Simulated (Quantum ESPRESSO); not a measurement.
# Pd (P6_3/mmc) in Quantum ESPRESSO: equation of state, part 2 of 2

Quantum ESPRESSO 7.5. Earlier steps stand in the parts before.

**3. Single point, PBE, 14.91 Å³/atom**

The input, pw.in:

```
&CONTROL
  calculation = 'scf'
  prefix = 'pwscf'
  outdir = './tmp'
  pseudo_dir = './pseudo'
  tprnfor = .true.
  tstress = .true.
  disk_io = 'nowf'
/
&SYSTEM
  ibrav = 0
  nat = 2
  ntyp = 1
  ecutwfc = 60
  nbnd = 26
  occupations = 'smearing'
  smearing = 'fd'
  degauss = 0.00367493
/
&ELECTRONS
  conv_thr = 4d-10
  electron_maxstep = 120
  mixing_beta = 0.5
/
ATOMIC_SPECIES
Pd   106.4200 Pd_ONCV_PBE-1.0.oncvpsp.upf
CELL_PARAMETERS angstrom
   2.7460433387    0.0000000000    0.0000000000
  -1.3730216694    2.3781432912    0.0000000000
   0.0000000000    0.0000000000    4.5663327230
ATOMIC_POSITIONS crystal
Pd     0.3333333333    0.6666666667    0.2500000000
Pd     0.6666666667    0.3333333333    0.7500000000
K_POINTS automatic
11 11 6 0 0 0
```

Potentials or basis: SSSP 1.3 efficiency PBE.

Started as:

```console
OMP_NUM_THREADS=1 pw.x -in pw.in > pw.out
```

Run time: 24 s. Hardware: 1 thread of Arm Neoverse V2, shared host; peak memory 0.07 GiB.

Results (log left out):

```yaml
Free_energy: -6890.0269 eV
Pressure: 5.6 GPa
Band_gap_on_the_k_mesh: none (metal or under the smearing width)
```

**4. Single point, PBE, 15.22 Å³/atom**

pw.in, as its differences from that of step 3:

```diff
@@ -27,5 +27,5 @@
 CELL_PARAMETERS angstrom
-   2.7460433387    0.0000000000    0.0000000000
-  -1.3730216694    2.3781432912    0.0000000000
-   0.0000000000    0.0000000000    4.5663327230
+   2.7649821671    0.0000000000    0.0000000000
+  -1.3824910836    2.3945447978    0.0000000000
+   0.0000000000    0.0000000000    4.5978256680
 ATOMIC_POSITIONS crystal
```

Started as:

```console
OMP_NUM_THREADS=1 pw.x -in pw.in > pw.out
```

It took 24 s on 1 thread of Arm Neoverse V2, shared host; peak memory 0.07 GiB.

It converged, with:

```yaml
Free_energy: -6890.0417 eV
Pressure: 1.8 GPa
Band_gap_on_the_k_mesh: none (metal or under the smearing width)
```

**5. Single point, PBE, 15.53 Å³/atom**

pw.in, as its differences from that of step 4:

```diff
@@ -27,5 +27,5 @@
 CELL_PARAMETERS angstrom
-   2.7649821671    0.0000000000    0.0000000000
-  -1.3824910836    2.3945447978    0.0000000000
-   0.0000000000    0.0000000000    4.5978256680
+   2.7836650458    0.0000000000    0.0000000000
+  -1.3918325229    2.4107246453    0.0000000000
+   0.0000000000    0.0000000000    4.6288930000
 ATOMIC_POSITIONS crystal
```

Started as:

```console
OMP_NUM_THREADS=1 pw.x -in pw.in > pw.out
```

It took 25 s on 1 thread of Arm Neoverse V2, shared host; peak memory 0.07 GiB.

Results (log left out):

- Free energy: -6890.0426 eV
- Pressure: -1.6 GPa
- Band gap on the k mesh: none (metal or under the smearing width)

**6. Single point, PBE, 15.84 Å³/atom**

pw.in, as its differences from that of step 5:

```diff
@@ -27,5 +27,5 @@
 CELL_PARAMETERS angstrom
-   2.7836650458    0.0000000000    0.0000000000
-  -1.3918325229    2.4107246453    0.0000000000
-   0.0000000000    0.0000000000    4.6288930000
+   2.8021004509    0.0000000000    0.0000000000
+  -1.4010502255    2.4266901745    0.0000000000
+   0.0000000000    0.0000000000    4.6595488139
 ATOMIC_POSITIONS crystal
```

Potentials or basis: SSSP 1.3 efficiency PBE.

Started as:

```console
OMP_NUM_THREADS=1 pw.x -in pw.in > pw.out
```

Run time: 37 s. Hardware: 1 thread of Arm Neoverse V2, shared host; peak memory 0.08 GiB.

It converged, with:

```yaml
Free_energy: -6890.0312 eV
Pressure: -4.5 GPa
Band_gap_on_the_k_mesh: none (metal or under the smearing width)
```

**7. Single point, PBE, 16.15 Å³/atom**

pw.in, as its differences from that of step 6:

```diff
@@ -27,5 +27,5 @@
 CELL_PARAMETERS angstrom
-   2.8021004509    0.0000000000    0.0000000000
-  -1.4010502255    2.4266901745    0.0000000000
-   0.0000000000    0.0000000000    4.6595488139
+   2.8202964182    0.0000000000    0.0000000000
+  -1.4101482091    2.4424483444    0.0000000000
+   0.0000000000    0.0000000000    4.6898064722
 ATOMIC_POSITIONS crystal
```

Potentials or basis: SSSP 1.3 efficiency PBE.

Started as:

```console
OMP_NUM_THREADS=1 pw.x -in pw.in > pw.out
```

pw.out:

```text
This program is part of the open-source Quantum ESPRESSO suite
     for quantum simulation of materials; please cite
[... 9 lines left out ...]
     --------------------
     sticks:   dense  smooth     PW     G-vecs:    dense   smooth      PW
     Sum         475     475    151                13681    13681    2311

     Using Slab Decomposition

     bravais-lattice index     =            0
     lattice parameter (alat)  =       5.3296  a.u.
     unit-cell volume          =     218.0076 (a.u.)^3
     number of atoms/cell      =            2
     number of atomic types    =            1
     number of electrons       =        36.00
     number of Kohn-Sham states=           26
     kinetic-energy cutoff     =      60.0000  Ry
     charge density cutoff     =     240.0000  Ry
     scf convergence threshold =      4.0E-10
     mixing beta               =       0.5000
     number of iterations used =            8  plain     mixing
     Exchange-correlation= PBE
[... 185 lines left out ...]
    11.2978  13.1223  15.2241  15.3990  15.3990  15.7038  15.7038  16.3113
    16.3113  17.5567  17.5567  18.8376  24.1343  34.9452  36.5207  37.2735
    39.0996  39.0996
[... 437 lines left out ...]
   -66.1183 -66.1183 -31.9495 -31.9495 -31.8886 -31.8886 -31.7407 -31.7407
    14.1127  14.1127  14.6749  14.6749  15.3671  15.3671  16.2814  16.2814
    17.6301  17.6301  23.7520  23.7520  25.8999  25.8999  27.4298  27.4298
    36.0836  36.0836

     the Fermi energy is    17.7741 ev

!    total energy              =    -506.40632519 Ry
     estimated scf accuracy    <          3.5E-11 Ry
     smearing contrib. (-TS)   =      -0.00371455 Ry
     internal energy E=F+TS    =    -506.40261064 Ry

     The total energy is F=E-TS. E is the sum of the following terms:
     one-electron contribution =    -170.11597093 Ry
     hartree contribution      =     105.03797956 Ry
     xc contribution           =     -49.55270015 Ry
     ewald contribution        =    -391.77191912 Ry

     convergence has been achieved in   9 iterations

     Forces acting on atoms (cartesian axes, Ry/au):

     atom    1 type  1   force =     0.00000000    0.00000000    0.00000000
     atom    2 type  1   force =    -0.00000000   -0.00000000    0.00000000

     Total force =     0.000000     Total SCF correction =     0.000000

     Computing stress (Cartesian axis) and pressure

          total   stress  (Ry/bohr**3)                   (kbar)     P=      -71.21
  -0.00048868  -0.00000000   0.00000000          -71.89       -0.00        0.00
  -0.00000000  -0.00048868   0.00000000           -0.00      -71.89        0.00
  -0.00000000  -0.00000000  -0.00047485           -0.00       -0.00      -69.85

=------------------------------------------------------------------------------=
   JOB DONE.
=------------------------------------------------------------------------------=
```

Wall time 37 s (1 thread of Arm Neoverse V2, shared host); peak memory 0.08 GiB.

Results:

* Free energy: -6890.0091 eV
* Pressure: -7.1 GPa
* Band gap on the k mesh: none (metal or under the smearing width)

**8. Single point, PBE, 16.46 Å³/atom**

pw.in, as its differences from that of step 7:

```diff
@@ -27,5 +27,5 @@
 CELL_PARAMETERS angstrom
-   2.8202964182    0.0000000000    0.0000000000
-  -1.4101482091    2.4424483444    0.0000000000
-   0.0000000000    0.0000000000    4.6898064722
+   2.8382605740    0.0000000000    0.0000000000
+  -1.4191302870    2.4580057597    0.0000000000
+   0.0000000000    0.0000000000    4.7196786564
 ATOMIC_POSITIONS crystal
```

Started as:

```console
OMP_NUM_THREADS=1 pw.x -in pw.in > pw.out
```

Wall time 37 s (1 thread of Arm Neoverse V2, shared host); peak memory 0.08 GiB.

It converged, with:

| Quantity | Value |
| --- | --- |
| Free energy | -6889.9776 eV |
| Pressure | -9.4 GPa |
| Band gap on the k mesh | none (metal or under the smearing width) |

**9. Equation of state, PBE**

Potentials or basis: SSSP 1.3 efficiency PBE.

This step only gathers the single runs of the series.

Results:

* Equilibrium volume: 15.39 Å³/atom
* Bulk modulus at fixed shape and positions: 166 GPa
* Pressure derivative of the bulk modulus: 5.6

Energy against volume, from the lowest point:
```
volume (Å³/atom)  energy (meV/atom)
          14.600              23.22
          14.910               7.82
          15.221               0.41
          15.531               0.00
          15.842               5.71
          16.153              16.76
          16.463              32.48
```

Caveat: the cell was scaled at fixed shape and fractional positions, which overstates the stiffness of a crystal with free parameters, most of all of layers and chains.
